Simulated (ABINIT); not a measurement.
Runs of ABINIT 10.8.3 (patched build) on KBr. Symmetry: Fm-3m, No. 225, cubic system. Conventional cell: a = 6.600 Å, b = 6.600 Å, c = 6.600 Å, α = 90.00°, β = 90.00°, γ = 90.00°. Br (site symmetry m-3m) is surrounded by 6 K at 3.30 Å. Around K (site symmetry m-3m) lie 6 Br at 3.30 Å. 

| task | level | potentials or basis | spin | k mesh | cutoff (eV) | fine-grid cutoff | gap on the mesh (eV) | pressure (GPa) |
| --- | --- | --- | --- | --- | --- | --- | --- | --- |
| single point | LDA | JTH PAW LDA v2.0 | off | 9 × 9 × 9 | 544 | 1088.46 eV | 4.03 | -1.6 |
| band structure | PBEsol | JTH PAW PBE v2.0 | SOC, no magnetisation | 7 × 7 × 7 | 435 | 870.764 eV | 4.12 | -0.3 |
| single point | r2SCAN | JTH PAW PBE v2.0 | off | 4 × 4 × 4 | 517 | 1034.03 eV | 5.07 | 0.5 |
| band structure | rPW86PBE | JTH PAW PBE v2.0 | off | 7 × 7 × 7 | 435 | 870.764 eV | (a) | 0.8 |
| band structure | AM05 | JTH PAW PBE v2.0 | SOC, no magnetisation | 7 × 7 × 7 | 435 | 870.764 eV | (b) | 0.4 |
| band structure | PBEsol | PseudoDojo NC SR PBEsol v0.4.1 standard | off | 7 × 7 × 7 | 1007 | - | 4.28 | -0.3 |

Alike in all rows: cell as given; smearing fermi-dirac 0.05 eV.

Task: Fill in the values left out.

Result: (a) 4.23; (b) 4.33.

Caveats: the PAW data sets were made with another functional, which shifts forces and pressure a little (some runs); an odd mesh through Γ misses points on the zone boundary, where band edges often lie (some runs).

A k mesh can miss the band edges, and rows without SOC leave out spin-orbit coupling on Br.

Runs at the PBE level aren't shown here.
